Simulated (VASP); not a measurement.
## GaSb in VASP 6.6.1, relaxation

INCAR

```
EDIFFG = -5E-3
LASPH = .TRUE.
PREC = Accurate
NBANDS = 16
IBRION = 2
LREAL = .FALSE.
LWAVE = .FALSE.
NELM = 120
SIGMA = 0.02
ISMEAR = -1
LCHARG = .FALSE.
NSW = 40
ENCUT = 600
EDIFF = 1E-7
GGA = CA
ISIF = 3
```

KPOINTS

```
KPOINTS created by Atomic Simulation Environment
0
Monkhorst-Pack
8 8 8
0 0 0
```

POSCAR

```
Ga Sb
 1.0000000000000000
    -0.0000000000000000    2.9025052248746062    2.9025052248746062
     2.9025052248746062    0.0000000000000000    2.9025052248746062
     2.9025052248746062    2.9025052248746062   -0.0000000000000000
 Ga  Sb
   1   1
Cartesian
 -0.0000000000000000 -0.0000000000000000 -0.0000000000000000
  2.9025052248746062  2.9025052248746062  2.9025052248746062
```

The recommended LDA PAW datasets give the neutral cell 18 valence electrons.

Command

```
mpirun -np 1 vasp_std
```

Problem. How does this run end, and what does it give?

Solution. It converged. Results: relaxed cell vector lengths 3.994, 3.994, 3.994 Å; relaxed cell volume 45.05 Å³.

OSZICAR

```
N       E                     dE             d eps       ncg     rms          rms(c)
DAV:   1     0.848059074858E+02    0.84806E+02   -0.92083E+03  1928   0.158E+03
DAV:   2    -0.162538150431E+01   -0.86431E+02   -0.83182E+02  2232   0.325E+02
DAV:   3    -0.822999111507E+01   -0.66046E+01   -0.65724E+01  2312   0.667E+01
DAV:   4    -0.834619779184E+01   -0.11621E+00   -0.11619E+00  2288   0.966E+00
DAV:   5    -0.834882308445E+01   -0.26253E-02   -0.26252E-02  2448   0.133E+00    0.243E+00
DAV:   6    -0.832410410891E+01    0.24719E-01   -0.46026E-02  2560   0.358E+00    0.135E+00
DAV:   7    -0.831852395481E+01    0.55802E-02   -0.80358E-03  2960   0.105E+00    0.277E-01
DAV:   8    -0.831805099646E+01    0.47296E-03   -0.10738E-03  2480   0.454E-01    0.406E-02
DAV:   9    -0.831805250435E+01   -0.15079E-05   -0.47471E-05  2168   0.624E-02    0.887E-03
DAV:  10    -0.831805228966E+01    0.21469E-06   -0.36167E-06  2656   0.257E-02    0.136E-03
...
       N       E                     dE             d eps       ncg     rms          rms(c)
DAV:   1    -0.846548123186E+01   -0.92053E-01   -0.11162E+00  2320   0.172E+01    0.167E+00
DAV:   2    -0.839816615742E+01    0.67315E-01   -0.11324E-01  2408   0.579E+00    0.771E-01
DAV:   3    -0.838103811739E+01    0.17128E-01   -0.17123E-02  2456   0.206E+00    0.169E-01
DAV:   4    -0.837924919963E+01    0.17889E-02   -0.16571E-03  2736   0.523E-01    0.514E-02
DAV:   5    -0.837908930105E+01    0.15990E-03   -0.89646E-05  2232   0.113E-01    0.161E-02
DAV:   6    -0.837908292470E+01    0.63764E-05   -0.28409E-05  2632   0.855E-02    0.264E-03
DAV:   7    -0.837908230607E+01    0.61862E-06   -0.25909E-06  2464   0.254E-02    0.155E-03
DAV:   8    -0.837908232983E+01   -0.23757E-07   -0.64360E-08  1592   0.234E-03
   3 F= -.83790823E+01 E0= -.83784399E+01  d E =-.610301E-01
```

Standard output (part)

```
POSCAR found type information on POSCAR GaSb
 POSCAR found :  2 types and       2 ions
 LDA part: xc-table for (Slater(with rela. corr.)+CA(PZ))
 , standard interpolation
 POSCAR, INCAR and KPOINTS ok, starting setup
 WAVECAR not read
 entering main loop
 curvature:   0.00 expect dE= 0.000E+00 dE for cont linesearch  0.000E+00
 search vector abs. value=  0.149E+00
 bond charge predicted
 trial-energy change:   -0.055376  1 .order   -0.049554   -0.149166    0.050057
 bond charge predicted
 curvature:  -0.37 expect dE=-0.164E-06 dE for cont linesearch -0.164E-06
 trial: gam=-0.00173 g(F)=  0.400E-62 g(S)=  0.446E-06 ort = 0.258E-03 (trialstep = 0.956E+00)
 search vector abs. value=  0.101E-09
 reached required accuracy - stopping structural energy minimisation
```

```csv
ionic step,ΔE (meV/atom),volume (Å³),largest force (eV/Å),pressure (GPa),electronic steps
1,0.0,48.90,0.000,-4.70,11
2,-27.7,44.00,0.000,1.75,9
3,-30.5,45.05,0.000,-0.01,8
```

The shifted mesh misses Γ, so a band edge there is missed.

For comparison, a separate LDA relaxation on usual settings, not on those above, ends at 45.24 Å³.
